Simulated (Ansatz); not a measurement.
# Convergence of a linear-scaling basis for generalised stacking fault on (110) of a LiCl-LiBr solid solution (56 atoms), part 2 of 4

Aim: test how closely localised support functions follow the reference on generalised stacking fault on (110) of a LiCl-LiBr solid solution (56 atoms), and at what cost. A setting counts as converged where the r.m.s. difference of forces stays under 1 % of the r.m.s. force.

Ansatz 0.2.0; Kohn-Sham DFT, PBE, PAW (set soft_2), plane waves.

The cell: 28 Li, 10 Br and 18 Cl. The cell is under 6 Å thick along one periodic direction. The host structure and its lattice constant were typed by rule, without a check against the phase diagram.

So far. Step 4 (Support functions low): Forces differ from the reference by 0.14 meV/Å r.m.s., 0.029 % of their size, well within a tolerance of 1 %; the energy by -0.25 meV/atom. Step 5 (Support functions high): Forces differ from the reference by 0.042 meV/Å r.m.s., 0.0084 % of their size, well within a tolerance of 1 %; the energy by -0.29 meV/atom. It took 6.9 min and 18 cycles; the reference's time can't be set against it, since the two runs asked for unlike analyses.

### Step 6. Support functions medium, spacing 0.411 Å (grid laid 0.366 Å)

The grid spacing sets how fine a wave the support functions can hold. The typed value is an upper bound: the grid laid has 24×18×72 points, 0.366 Å apart at most.

This step: Kohn-Sham DFT, PBE, PAW (set soft_2), localised support functions (medium) (Ansatz 0.2.0).

The input, input.yaml:

```yaml
crystal:
  lattice:
    - [7.44767, 0.0, 0.0]
    - [0.0, 5.2663, 0.0]
    - [1.86192, 0.0, 26.26686]
  atoms:
    [... the 56 atom lines of step 2 ...]
kpoints:
  mp_grid: { grid: [2, 3, 1] }
hamiltonian:
  xc: pbe
scf:
  occupations: { method: fermi_dirac, width: 0.05 }
  eigensolver: { kind: { support_functions: { accuracy: medium, spacing: 0.411 } } }
  mixing: { beta: 0.2 }
  max_iter: 150
output:
  forces: true
```

Started as:

```
> ansatz run input.yaml --threads 4 --pin off --max-ram 8192MiB --backend cpu --events-out ev --progress --plain --runs-dir out
```

Numbers of over 12 decimals in the logs are rounded to 6 here.

The log of the run:

```text
Warning: scf.eigensolver.kind.support_functions: disabling space-group detection — the functions' gradient is summed over unrotated k-points, so no spatial operation reduces the k-mesh or symmetrises the density; time reversal is kept, so that k and −k are solved as one point where they differ and the mesh holds both, and exact exchange and, on two spinor components, a DFT+U term hold to it where the run has them: [...]
settings of this run that can trade accuracy for cost: scf.eigensolver.kind.support_functions [...]
Engine: ansatz 0.2.0, aarch64-unknown-linux-gnu
Pseudopotentials: kind: paw
Pseudopotential: Li, paw, valence charge 3, recommended cutoff 420 eV (normal), Li.paw.azcp
Pseudopotential: Br, paw, valence charge 7, recommended cutoff 420 eV (normal), Br.paw.azcp
Pseudopotential: Cl, paw, valence charge 7, recommended cutoff 420 eV (normal), Cl.paw.azcp
[... 5 lines on functional and potentials left out ...]
Crystal: 56 atoms, lattice volume = 1030.230 Å³
Basis set: ecut = 420 eV, 20201 PW (Γ), exchange–correlation on 100×72×360 points (8 copies of the dense FFT grid, shifted against one another)
Bands: 168, of which v1, the nominal top of the filled ones, is band 140 counted from 1 (139 counted from 0)
Symmetry: 1 space group operations
k-points: 4 of 6 (time reversal used)
[... 7 lines on functional and potentials left out ...]
Initial density: superposition of atomic densities (chi_scale 0.1, normalization cell, long waves 22 % of neutral atoms (reshape's long-wave potential 1.22 eV rms, cloud 2.48 Å wide))
Initial wavefunctions: pseudopotential atomic-orbital guess
Eigensolver: Support functions (medium, 24×18×72 points, laid for a spacing of at most 0.411000 Å, radius 3.967918 Å, 3 species' potentials softened for the grid, 2 wholly corrected for its errors in the mean over positions, 3 with the egg-box correction, energy correction by stochastic trace)
Functional: x = pbe(κ = 0.804, μ = 0.219515), c = pbe(β = 0.066725)
SCF iter   1: F=—  HF=-53082.688466 eV  |F-HF|=—  |Δ(HF+E_count)|=         —  Δρ=2.61e-2  dr2=6.87e0  ethr=1.00e-1
preconditioner: auto → Resta (q_TF=auto, 2.196 Å⁻¹)  ε∞=9.6  [insulator: Δε(μ)=4.162 eV  Ē_g=11.807 eV  σ=0.050 eV  W_gap=1.00  n_scr=186 (ndim 8)  ℏωp=17.3 eV  f_vac=0.000  D(μ)=0.00/eV (n_scr^D=0)  ε∞_Penn≈3.2]
SCF iter   2: F=—  HF=-53089.260709 eV  |F-HF|=—  |Δ(HF+E_count)|=    6.57e0  Δρ=2.47e-2  dr2=7.36e0  ethr=2.45e-3
SCF iter   3: F=—  HF=-53089.210039 eV  |F-HF|=—  |Δ(HF+E_count)|=   5.07e-2  Δρ=2.02e-2  dr2=5.26e0  ethr=2.45e-3  κ⁻¹=1.0e0(r=1)
SCF iter   4: F=—  HF=-53088.146841 eV  |F-HF|=—  |Δ(HF+E_count)|=    1.06e0  Δρ=5.11e-3  dr2=6.78e-1  ethr=1.88e-3  κ⁻¹=1.6e-4(r=2)
SCF iter   5: F=—  HF=-53088.111464 eV  |F-HF|=—  |Δ(HF+E_count)|=   3.54e-2  Δρ=4.82e-3  dr2=3.75e-1  ethr=2.42e-4  κ⁻¹=9.8e-5(r=3)
SCF iter   6: F=—  HF=-53088.066656 eV  |F-HF|=—  |Δ(HF+E_count)|=   4.48e-2  Δρ=2.15e-3  dr2=9.22e-2  ethr=1.34e-4  κ⁻¹=1.2e-5(r=4)
SCF iter   7: F=—  HF=-53088.073785 eV  |F-HF|=—  |Δ(HF+E_count)|=   7.13e-3  Δρ=1.86e-3  dr2=5.19e-2  ethr=3.29e-5  κ⁻¹=5.4e-6(r=5)
SCF iter   8: F=—  HF=-53088.056482 eV  |F-HF|=—  |Δ(HF+E_count)|=   1.73e-2  Δρ=9.06e-4  dr2=8.47e-3  ethr=1.85e-5  κ⁻¹=2.7e-6(r=6)
SCF iter   9: F=—  HF=-53088.063287 eV  |F-HF|=—  |Δ(HF+E_count)|=   6.80e-3  Δρ=4.93e-4  dr2=4.26e-3  ethr=3.03e-6  κ⁻¹=7.9e-7(r=7)
SCF iter  10: F=—  HF=-53088.062928 eV  |F-HF|=—  |Δ(HF+E_count)|=   3.59e-4  Δρ=2.75e-4  dr2=7.23e-4  ethr=1.52e-6  κ⁻¹=1.1e-6(r=7)
SCF iter  11: F=—  HF=-53088.063840 eV  |F-HF|=—  |Δ(HF+E_count)|=   9.13e-4  Δρ=1.76e-4  dr2=3.92e-4  ethr=2.58e-7  κ⁻¹=1.7e-6(r=7)
```

Wall time 60 s (4 threads of Arm Neoverse N1, shared host); peak memory 1.4 GiB.

Residual by cycle:

cycle, log10 residual and a bar from the least value:
```
        1        0.8 ##############################
        2        0.9 ##############################
        3        0.7 #############################
        4       -0.2 #######################
        5       -0.4 #####################
        6       -1.0 #################
        7       -1.3 ###############
        8       -2.1 #########
        9       -2.4 #######
       10       -3.1 ##
       11       -3.4
```

The run was cut off at its time limit.

After 11 cycles the residual stands at 3.9e-4.

The session had allowed this step about 60 s.

### Step 7. Support functions medium, spacing 0.343 Å (grid laid 0.310 Å)

The grid spacing sets how fine a wave the support functions can hold. The typed value is an upper bound: the grid laid has 24×18×90 points, 0.310 Å apart at most.

input.yaml, the sections that differ from step 6:

```yaml
scf:
  occupations: { method: fermi_dirac, width: 0.05 }
  eigensolver: { kind: { support_functions: { accuracy: medium, spacing: 0.343 } } }
  mixing: { beta: 0.2 }
  max_iter: 150
# crystal, kpoints, hamiltonian, output: as in step 6
```

The log of the run:

```text
Warning: scf.eigensolver.kind.support_functions: disabling space-group detection — the functions' gradient is summed over unrotated k-points, so no spatial operation reduces the k-mesh or symmetrises the density; time reversal is kept, so that k and −k are solved as one point where they differ and the mesh holds both, and exact exchange and, on two spinor components, a DFT+U term hold to it where the run has them: [...]
settings of this run that can trade accuracy for cost: scf.eigensolver.kind.support_functions [...]
Engine: ansatz 0.2.0, aarch64-unknown-linux-gnu
Pseudopotentials: kind: paw
Pseudopotential: Li, paw, valence charge 3, recommended cutoff 420 eV (normal), Li.paw.azcp
Pseudopotential: Br, paw, valence charge 7, recommended cutoff 420 eV (normal), Br.paw.azcp
Pseudopotential: Cl, paw, valence charge 7, recommended cutoff 420 eV (normal), Cl.paw.azcp
[... 5 lines on functional and potentials left out ...]
Crystal: 56 atoms, lattice volume = 1030.230 Å³
Basis set: ecut = 420 eV, 20201 PW (Γ), exchange–correlation on 100×72×360 points (8 copies of the dense FFT grid, shifted against one another)
Bands: 168, of which v1, the nominal top of the filled ones, is band 140 counted from 1 (139 counted from 0)
Symmetry: 1 space group operations
k-points: 4 of 6 (time reversal used)
[... 7 lines on functional and potentials left out ...]
Initial density: superposition of atomic densities (chi_scale 0.1, normalization cell, long waves 22 % of neutral atoms (reshape's long-wave potential 1.22 eV rms, cloud 2.48 Å wide))
Initial wavefunctions: pseudopotential atomic-orbital guess
Eigensolver: Support functions (medium, 24×18×90 points, laid for a spacing of at most 0.343000 Å, radius 3.967918 Å, 3 species' potentials softened for the grid, 2 wholly corrected for its errors in the mean over positions, 3 with the egg-box correction, energy correction by stochastic trace)
Functional: x = pbe(κ = 0.804, μ = 0.219515), c = pbe(β = 0.066725)
SCF iter   1: F=—  HF=-53083.846990 eV  |F-HF|=—  |Δ(HF+E_count)|=         —  Δρ=2.55e-2  dr2=6.79e0  ethr=1.00e-1
preconditioner: auto → Resta (q_TF=auto, 2.196 Å⁻¹)  ε∞=9.6  [insulator: Δε(μ)=4.146 eV  Ē_g=11.800 eV  σ=0.050 eV  W_gap=1.00  n_scr=186 (ndim 8)  ℏωp=17.3 eV  f_vac=0.000  D(μ)=0.00/eV (n_scr^D=0)  ε∞_Penn≈3.2]
SCF iter   2: F=—  HF=-53089.199393 eV  |F-HF|=—  |Δ(HF+E_count)|=    5.35e0  Δρ=2.34e-2  dr2=7.13e0  ethr=2.42e-3
SCF iter   3: F=—  HF=-53089.104671 eV  |F-HF|=—  |Δ(HF+E_count)|=   9.47e-2  Δρ=1.94e-2  dr2=5.16e0  ethr=2.42e-3  κ⁻¹=1.0e0(r=1)
SCF iter   4: F=—  HF=-53088.014230 eV  |F-HF|=—  |Δ(HF+E_count)|=    1.09e0  Δρ=5.21e-3  dr2=6.35e-1  ethr=1.84e-3  κ⁻¹=1.4e-4(r=2)
SCF iter   5: F=—  HF=-53087.995914 eV  |F-HF|=—  |Δ(HF+E_count)|=   1.83e-2  Δρ=4.53e-3  dr2=4.30e-1  ethr=2.27e-4  κ⁻¹=1.2e-4(r=3)
SCF iter   6: F=—  HF=-53087.943930 eV  |F-HF|=—  |Δ(HF+E_count)|=   5.20e-2  Δρ=2.20e-3  dr2=9.57e-2  ethr=1.54e-4  κ⁻¹=1.4e-5(r=4)
SCF iter   7: F=—  HF=-53087.948131 eV  |F-HF|=—  |Δ(HF+E_count)|=   4.20e-3  Δρ=1.91e-3  dr2=7.09e-2  ethr=3.42e-5  κ⁻¹=1.2e-5(r=5)
SCF iter   8: F=—  HF=-53087.934656 eV  |F-HF|=—  |Δ(HF+E_count)|=   1.35e-2  Δρ=1.04e-3  dr2=1.26e-2  ethr=2.53e-5  κ⁻¹=1.7e-6(r=6)
SCF iter   9: F=—  HF=-53087.932698 eV  |F-HF|=—  |Δ(HF+E_count)|=   1.96e-3  Δρ=8.05e-4  dr2=7.15e-3  ethr=4.48e-6  κ⁻¹=1.7e-6(r=7)
SCF iter  10: F=—  HF=-53087.937254 eV  |F-HF|=—  |Δ(HF+E_count)|=   4.56e-3  Δρ=3.01e-4  dr2=1.23e-3  ethr=2.55e-6  κ⁻¹=1.1e-6(r=7)
SCF iter  11: F=—  HF=-53087.937520 eV  |F-HF|=—  |Δ(HF+E_count)|=   2.66e-4  Δρ=2.14e-4  dr2=4.93e-4  ethr=4.40e-7  κ⁻¹=3.3e-6(r=7)
```

It took 60 s on 4 threads; peak memory 1.4 GiB.

Residual by cycle:

cycle, log10 residual and a bar from the least value:
```
        1        0.8 ##############################
        2        0.9 ##############################
        3        0.7 #############################
        4       -0.2 ######################
        5       -0.4 #####################
        6       -1.0 ################
        7       -1.1 ################
        8       -1.9 ##########
        9       -2.1 ########
       10       -2.9 ###
       11       -3.3
```

The run was cut off at its time limit.

After 11 cycles the residual stands at 4.9e-4.

The session had allowed this step about 60 s.

### Step 8. Support functions medium, spacing 0.297 Å (grid laid 0.293 Å)

The grid spacing sets how fine a wave the support functions can hold. The typed value is an upper bound: the grid laid has 30×18×90 points, 0.293 Å apart at most.

input.yaml, the sections that differ from step 7:

```yaml
scf:
  occupations: { method: fermi_dirac, width: 0.05 }
  eigensolver: { kind: { support_functions: { accuracy: medium, spacing: 0.297 } } }
  mixing: { beta: 0.2 }
  max_iter: 150
# crystal, kpoints, hamiltonian, output: as in step 7
```

The log of the run:

```text
Warning: scf.eigensolver.kind.support_functions: disabling space-group detection — the functions' gradient is summed over unrotated k-points, so no spatial operation reduces the k-mesh or symmetrises the density; time reversal is kept, so that k and −k are solved as one point where they differ and the mesh holds both, and exact exchange and, on two spinor components, a DFT+U term hold to it where the run has them: [...]
settings of this run that can trade accuracy for cost: scf.eigensolver.kind.support_functions [...]
Engine: ansatz 0.2.0, aarch64-unknown-linux-gnu
Pseudopotentials: kind: paw
Pseudopotential: Li, paw, valence charge 3, recommended cutoff 420 eV (normal), Li.paw.azcp
Pseudopotential: Br, paw, valence charge 7, recommended cutoff 420 eV (normal), Br.paw.azcp
Pseudopotential: Cl, paw, valence charge 7, recommended cutoff 420 eV (normal), Cl.paw.azcp
[... 5 lines on functional and potentials left out ...]
Crystal: 56 atoms, lattice volume = 1030.230 Å³
Basis set: ecut = 420 eV, 20201 PW (Γ), exchange–correlation on 100×72×360 points (8 copies of the dense FFT grid, shifted against one another)
Bands: 168, of which v1, the nominal top of the filled ones, is band 140 counted from 1 (139 counted from 0)
Symmetry: 1 space group operations
k-points: 4 of 6 (time reversal used)
[... 7 lines on functional and potentials left out ...]
Initial density: superposition of atomic densities (chi_scale 0.1, normalization cell, long waves 22 % of neutral atoms (reshape's long-wave potential 1.22 eV rms, cloud 2.48 Å wide))
Initial wavefunctions: pseudopotential atomic-orbital guess
Eigensolver: Support functions (medium, 30×18×90 points, laid for a spacing of at most 0.297000 Å, radius 3.967918 Å, 3 species' potentials softened for the grid, 2 wholly corrected for its errors in the mean over positions, 3 with the egg-box correction, energy correction by stochastic trace)
Functional: x = pbe(κ = 0.804, μ = 0.219515), c = pbe(β = 0.066725)
SCF iter   1: F=—  HF=-53084.174377 eV  |F-HF|=—  |Δ(HF+E_count)|=         —  Δρ=2.55e-2  dr2=6.79e0  ethr=1.00e-1
preconditioner: auto → Resta (q_TF=auto, 2.196 Å⁻¹)  ε∞=9.6  [insulator: Δε(μ)=4.142 eV  Ē_g=11.795 eV  σ=0.050 eV  W_gap=1.00  n_scr=186 (ndim 8)  ℏωp=17.3 eV  f_vac=0.000  D(μ)=0.00/eV (n_scr^D=0)  ε∞_Penn≈3.2]
SCF iter   2: F=—  HF=-53089.249180 eV  |F-HF|=—  |Δ(HF+E_count)|=    5.07e0  Δρ=2.33e-2  dr2=7.12e0  ethr=2.43e-3
SCF iter   3: F=—  HF=-53089.087376 eV  |F-HF|=—  |Δ(HF+E_count)|=   1.62e-1  Δρ=1.93e-2  dr2=5.16e0  ethr=2.43e-3  κ⁻¹=1.0e0(r=1)
SCF iter   4: F=—  HF=-53087.980355 eV  |F-HF|=—  |Δ(HF+E_count)|=    1.11e0  Δρ=5.25e-3  dr2=6.30e-1  ethr=1.84e-3  κ⁻¹=1.1e-4(r=2)
SCF iter   5: F=—  HF=-53087.961961 eV  |F-HF|=—  |Δ(HF+E_count)|=   1.84e-2  Δρ=4.48e-3  dr2=4.24e-1  ethr=2.25e-4  κ⁻¹=9.5e-5(r=3)
SCF iter   6: F=—  HF=-53087.911508 eV  |F-HF|=—  |Δ(HF+E_count)|=   5.05e-2  Δρ=2.24e-3  dr2=9.64e-2  ethr=1.51e-4  κ⁻¹=1.2e-5(r=4)
SCF iter   7: F=—  HF=-53087.914512 eV  |F-HF|=—  |Δ(HF+E_count)|=   3.00e-3  Δρ=1.94e-3  dr2=7.25e-2  ethr=3.44e-5  κ⁻¹=1.2e-5(r=5)
SCF iter   8: F=—  HF=-53087.904542 eV  |F-HF|=—  |Δ(HF+E_count)|=   9.97e-3  Δρ=1.28e-3  dr2=1.89e-2  ethr=2.59e-5  κ⁻¹=2.2e-6(r=6)
SCF iter   9: F=—  HF=-53087.898461 eV  |F-HF|=—  |Δ(HF+E_count)|=   6.08e-3  Δρ=7.85e-4  dr2=6.70e-3  ethr=6.74e-6  κ⁻¹=2.3e-6(r=7)
SCF iter  10: F=—  HF=-53087.903498 eV  |F-HF|=—  |Δ(HF+E_count)|=   5.04e-3  Δρ=4.10e-4  dr2=2.30e-3  ethr=2.39e-6  κ⁻¹=1.2e-6(r=7)
SCF iter  11: F=—  HF=-53087.903222 eV  |F-HF|=—  |Δ(HF+E_count)|=   2.76e-4  Δρ=2.04e-4  dr2=4.85e-4  ethr=8.22e-7  κ⁻¹=3.7e-6(r=7)
SCF iter  12: F=—  HF=-53087.903939 eV  |F-HF|=—  |Δ(HF+E_count)|=   7.16e-4  Δρ=4.94e-5  dr2=7.84e-5  ethr=1.73e-7  κ⁻¹=1.2e-6(r=7)
```

It took 75 s on 4 threads; peak memory 1.5 GiB.

Residual by cycle:

cycle, log10 residual and a bar from the least value:
```
        1        0.8 ##############################
        2        0.9 ##############################
        3        0.7 #############################
        4       -0.2 ########################
        5       -0.4 #######################
        6       -1.0 ###################
        7       -1.1 ##################
        8       -1.7 ##############
        9       -2.2 ############
       10       -2.6 #########
       11       -3.3 #####
       12       -4.1
```

The run was cut off at its time limit.

After 12 cycles the residual stands at 7.8e-5.

The session had allowed this step about 75 s.

### Step 9. Support functions medium, spacing 0.263 Å (grid laid 0.248 Å)

The grid spacing sets how fine a wave the support functions can hold. The typed value is an upper bound: the grid laid has 30×24×108 points, 0.248 Å apart at most.

input.yaml, the sections that differ from step 8:

```yaml
scf:
  occupations: { method: fermi_dirac, width: 0.05 }
  eigensolver: { kind: { support_functions: { accuracy: medium, spacing: 0.263 } } }
  mixing: { beta: 0.2 }
  max_iter: 150
# crystal, kpoints, hamiltonian, output: as in step 8
```

The log of the run:

```text
[...]
Crystal: 56 atoms, lattice volume = 1030.230 Å³
Basis set: ecut = 420 eV, 20201 PW (Γ), exchange–correlation on 100×72×360 points (8 copies of the dense FFT grid, shifted against one another)
Bands: 168, of which v1, the nominal top of the filled ones, is band 140 counted from 1 (139 counted from 0)
Symmetry: 1 space group operations
k-points: 4 of 6 (time reversal used)
[...]
SCF iter   1: F=—  HF=-53084.658296 eV  |F-HF|=—  |Δ(HF+E_count)|=         —  Δρ=2.54e-2  dr2=6.80e0  ethr=1.00e-1
[...]
SCF iter  16: F=—  HF=-53087.933196 eV  |F-HF|=—  |Δ(HF+E_count)|=   2.52e-4  Δρ=1.72e-5  dr2=3.30e-6  ethr=1.94e-9  κ⁻¹=4.6e-6(r=7)
SCF iter  17: F=-53087.933195 eV  HF=-53087.933195 eV  |F-HF|=1.34e-7  |Δ(HF+E_count)|=   1.16e-6  Δρ=4.76e-6  dr2=3.14e-7  ethr=1.18e-9
SCF 1 converged in 17 iterations: F = -53087.938903 eV  dr2 = 3.14e-7
[...]
SCF converged after 17 iterations
[...]
Free energy (F): -53087.938903 eV
[...]
Internal energy: -53087.938903 eV  (E = F + TS)
E sigma→0 (E₀):  -53087.938903 eV
Fermi energy:    4.831857 eV
[...]
Σ components = -53087.938903   (vs F -53087.938903, Δ=0.00e0)
--- Forces (eV/Å), atoms counted from 1 ---
  atom   1  Li     0.01358490     0.00039694    -2.41488484
  atom   2  Br     0.03378714    -0.01330853     2.31081172
  atom   3  Li     0.00164878     0.00750175     0.17737475
  atom   4  Cl     0.08256759    -0.01445313     0.02113079
[...]
atom  56  Br     0.00184307    -0.03455604    -2.68394461
  max |Σ_I F_I| component: 2.62e-2 eV/Å
--- Band table (eV) ---
[...]
```

Elapsed: 2.1 min, on 4 threads; peak memory 1.8 GiB.

The program notes that the grid leaves an egg-box force.

Keys that differ from the reference: support_functions.accuracy = "medium", support_functions.spacing = 0.263, scf.max_iter = 150 and scf.mixing.beta = 0.2.

Forces differ from the reference by 0.66 meV/Å r.m.s., 0.13 % of their size, well within a tolerance of 1 %; the energy by -0.26 meV/atom.

### Step 10. Support functions medium, spacing 0.206 Å (grid laid 0.183 Å)

The grid spacing sets how fine a wave the support functions can hold. The typed value is an upper bound: the grid laid has 48×30×144 points, 0.183 Å apart at most.

input.yaml, the sections that differ from step 9:

```yaml
scf:
  occupations: { method: fermi_dirac, width: 0.05 }
  eigensolver: { kind: { support_functions: { accuracy: medium, spacing: 0.206 } } }
  mixing: { beta: 0.2 }
  max_iter: 150
# crystal, kpoints, hamiltonian, output: as in step 9
```

The log of the run:

```text
[...]
Crystal: 56 atoms, lattice volume = 1030.230 Å³
Basis set: ecut = 420 eV, 20201 PW (Γ), exchange–correlation on 120×80×384 points (8 copies of the dense FFT grid, shifted against one another)
Bands: 168, of which v1, the nominal top of the filled ones, is band 140 counted from 1 (139 counted from 0)
Symmetry: 1 space group operations
k-points: 4 of 6 (time reversal used)
[...]
SCF iter   1: F=—  HF=-53084.903033 eV  |F-HF|=—  |Δ(HF+E_count)|=         —  Δρ=2.54e-2  dr2=6.80e0  ethr=1.00e-1
[...]
SCF iter  14: F=—  HF=-53087.934384 eV  |F-HF|=—  |Δ(HF+E_count)|=   2.75e-4  Δρ=1.51e-5  dr2=3.10e-6  ethr=2.41e-9  κ⁻¹=1.2e-6(r=7)
SCF iter  15: F=-53087.934385 eV  HF=-53087.934386 eV  |F-HF|=1.92e-7  |Δ(HF+E_count)|=   1.69e-6  Δρ=5.40e-6  dr2=5.17e-7  ethr=1.11e-9
SCF 1 converged in 15 iterations: F = -53087.940604 eV  dr2 = 5.17e-7
[...]
SCF converged after 15 iterations
[...]
Free energy (F): -53087.940604 eV
[...]
Internal energy: -53087.940604 eV  (E = F + TS)
E sigma→0 (E₀):  -53087.940604 eV
Fermi energy:    4.831896 eV
[...]
Σ components = -53087.940604   (vs F -53087.940604, Δ=0.00e0)
--- Forces (eV/Å), atoms counted from 1 ---
  atom   1  Li     0.01278255     0.00039223    -2.41365400
  atom   2  Br     0.03366268    -0.01333608     2.31106236
  atom   3  Li     0.00109443     0.00752897     0.17878455
  atom   4  Cl     0.08274834    -0.01450650     0.02136021
[...]
atom  56  Br     0.00166565    -0.03439674    -2.68419490
  max |Σ_I F_I| component: 7.29e-4 eV/Å
--- Band table (eV) ---
[...]
```

Elapsed: 2.8 min, on 4 threads; peak memory 2.8 GiB; 11 min of CPU time.

Keys that differ from the reference: support_functions.accuracy = "medium", support_functions.spacing = 0.206, scf.max_iter = 150 and scf.mixing.beta = 0.2.

Forces differ from the reference by 0.11 meV/Å r.m.s., 0.022 % of their size, well within a tolerance of 1 %; the energy by -0.29 meV/atom. It took 2.8 min and 15 cycles; the reference's time can't be set against it, since the two runs asked for unlike analyses.

(Continued in part 3 of 4.)

[Logs are printed without paths, hosts, clocks, repeated set-up lines and the standing remarks that a program may print on its own settings, such as how far it seeks lower states.]

[Hosts, paths, dates, database ids (printed as entryN), source tags and the programs' standing remarks are cut or masked in the printed files.]
